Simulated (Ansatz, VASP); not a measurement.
One calculation of InAs, two programs

Contents of INCAR:

```
PREC = Accurate
ENCUT = 520
EDIFF = 1E-6
ISMEAR = -1
SIGMA = 0.08
LREAL = F
LASPH = T
NELM = 100
ALGO = Normal
ISIF = 2
LWAVE = F
LCHARG = F
GGA = CA
NBANDS = 16
```

KPOINTS

```
Automatic mesh
0
Gamma
  11 11 11
```

POSCAR

```
InAs
1.0
    0.0000000000      3.0134416479      3.0134416479
    3.0134416479      0.0000000000      3.0134416479
    3.0134416479      3.0134416479      0.0000000000
In As
1 1
Direct
    0.0000000000      0.0000000000      0.0000000000
    0.2500000000      0.2500000000      0.2500000000
```

Input for Ansatz:

```yaml
crystal:
  lattice:
    - [0.0, 3.0134416479, 3.0134416479]
    - [3.0134416479, 0.0, 3.0134416479]
    - [3.0134416479, 3.0134416479, 0.0]
  atoms:
    - { symbol: In, position: [0.0, 0.0, 0.0] }
    - { symbol: As, position: [0.25, 0.25, 0.25] }
kpoints:
  mp_grid: { grid: [11, 11, 11] }
  band_path:
    path:
      - [0.0, 0.0, 0.0]
      - [-0.5, -0.5, 0.0]
      - [-0.375, -0.375, 0.25]
      - [-0.375, 0.0, 0.375]
      - [0.0, 0.0, 0.0]
      - [0.0, 0.0, 0.5]
      - [-0.5, -0.25, 0.25]
      - [-0.5, -0.5, 0.0]
    npoints: 14
scf:
  occupations: { method: fermi_dirac, width: 0.08 }
hamiltonian:
  xc: lda
  pseudopotentials: { kind: all_electron, lapw: { basis_error: 0.001 } }
output:
  forces: true
  stress: true
  eigenvalues: true
  populations: true
  dos: { projected: true, de: 0.2, e_range: [-14, 8] }
```

The cell was relaxed by an earlier calculation.

Alike in both runs: task single point; functional LDA; k mesh 11 × 11 × 11; occupations fermi-dirac, width 0.08 eV; no spin polarisation.

|  | VASP | Ansatz |
| --- | --- | --- |
| version | VASP 6.6.1 | Ansatz 0.2.0 |
| potentials or method | VASP PAW LDA potentials, release 64 (In_d, As) | all-electron LAPW, scalar-relativistic |
| plane-wave cutoff (eV) | 520 | see its input |

|  | VASP | Ansatz | Ansatz less VASP |
| --- | --- | --- | --- |
| pressure (GPa) | 0.1 | 0.0 | -0.13 |

Ansatz ran all-electron here, so the differences hold the error of VASP's frozen core and of both bases.

Caveats: this crystal is a semiconductor, whose small gap the functional closes, so the metal is an error of the method.
